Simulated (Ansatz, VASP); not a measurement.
**Two plane-wave programs on AgCl (Chlorargyrite)**

INCAR

```
SYSTEM = AgCl
PREC     = Accurate       ! precision mode
ENCUT    = 520            ! plane-wave cutoff, eV
EDIFF    = 1E-6           ! SCF threshold, eV
ISMEAR   = 0              ! smearing method
SIGMA    = 0.02           ! smearing width, eV
LREAL    = .FALSE.        ! projectors in reciprocal space
LASPH    = .TRUE.         ! aspherical terms in the spheres
NELM     = 60             ! most SCF steps
ALGO     = Normal         ! electronic algorithm
ISIF     = 2              ! what is computed and relaxed
LWAVE    = .FALSE.        ! write WAVECAR
LCHARG   = .FALSE.        ! write CHGCAR
GGA      = PE             ! functional
NBANDS   = 16             ! bands
```

File KPOINTS:

```
regular mesh
0
G
  8 8 8
  0 0 0
```

Contents of POSCAR:

```
AgCl
1.0
    0.0000000000      2.7185224941      2.7185224941
    2.7185224941      0.0000000000      2.7185224941
    2.7185224941      2.7185224941      0.0000000000
Ag Cl
1 1
Direct
    0.0000000000      0.0000000000      0.0000000000
    0.5000000000      0.5000000000      0.5000000000
```

Input for Ansatz:

```yaml
crystal:
  lattice:
    - [0.0, 2.7185224941, 2.7185224941]
    - [2.7185224941, 0.0, 2.7185224941]
    - [2.7185224941, 2.7185224941, 0.0]
  atoms:
    - { symbol: Ag, position: [0.0, 0.0, 0.0] }
    - { symbol: Cl, position: [0.5, 0.5, 0.5] }
basis:
  ecutwfc: 420
kpoints:
  mp_grid: { grid: [8, 8, 8] }
hamiltonian:
  xc: pbe
scf:
  occupations: { method: gaussian, width: 0.02 }
output:
  forces: true
  stress: true
  eigenvalues: true
```

Alike in both runs: task single point; functional PBE; k mesh 8 × 8 × 8; occupations gaussian, width 0.02 eV; no spin polarisation.

|  | VASP | Ansatz |
| --- | --- | --- |
| version | VASP 6.6.1 | Ansatz 0.2.0 |
| potentials or method | VASP PAW PBE potentials, release 64 (Ag, Cl) | scalar-relativistic, plane waves, PAW |
| plane-wave cutoff (eV) | 520 | 420 |
| valence electrons in the cell | 18 | 26 |

Ansatz gave:

- gap on the k mesh at the Fermi level (eV): 0.90
- least direct gap on the mesh (eV): 3.39
- pressure (GPa): 5.1

Which values does VASP return?

gap on the k mesh at the Fermi level (eV): 0.90; least direct gap on the mesh (eV): 3.39; pressure (GPa): 4.9.

With one functional, cell and mesh, what is left measures potentials, basis and numerics. The two sets of potentials don't hold the same shells in valence.

A k mesh can miss the band edges.
